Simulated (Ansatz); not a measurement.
A run of Ansatz 0.2.0:

File input.yaml:

```yaml
crystal:
  lattice:
    - [0.0, 2.5663, 2.5663]
    - [2.5663, 0.0, 2.5663]
    - [2.5663, 2.5663, 0.0]
  atoms:
    - { symbol: Sr, position: [0.5, 0.5, 0.5] }
    - { symbol: O, position: [0.0, 0.0, 0.0] }
hamiltonian:
  xc: b3lyp
  pseudopotentials: { kind: paw }
kpoints:
  mp_grid: { grid: [5, 5, 5] }
scf:
  occupations: { method: fermi_dirac, width: 0.05 }
output:
  forces: true
  stress: true
  write_density: true
  write_potential: true
  elf: true
  volumetric_format: npy
relax:
  f_tol: 0.01
  max_steps: 40
  cell: { stress_tol: 0.05 }
```

Potentials or basis: Ansatz PAW.

Command:

```sh
$ ansatz run input.yaml --threads 2 --pin off --max-ram 5632MiB --backend cpu --events-out ev --progress --plain --runs-dir out
```

Hardware: 2 threads of Intel(R) Xeon(R) Platinum 8488C (Sapphire Rapids), on a shared host.

Question: How long does it take, and how much memory?

Answer: Wall time 33 s on 2 threads of Intel(R) Xeon(R) Platinum 8488C (Sapphire Rapids), on a shared host, peak memory 0.66 GiB. Counts: scf iterations 83, plane waves 701, k points 10, bands 12, ion steps 7.
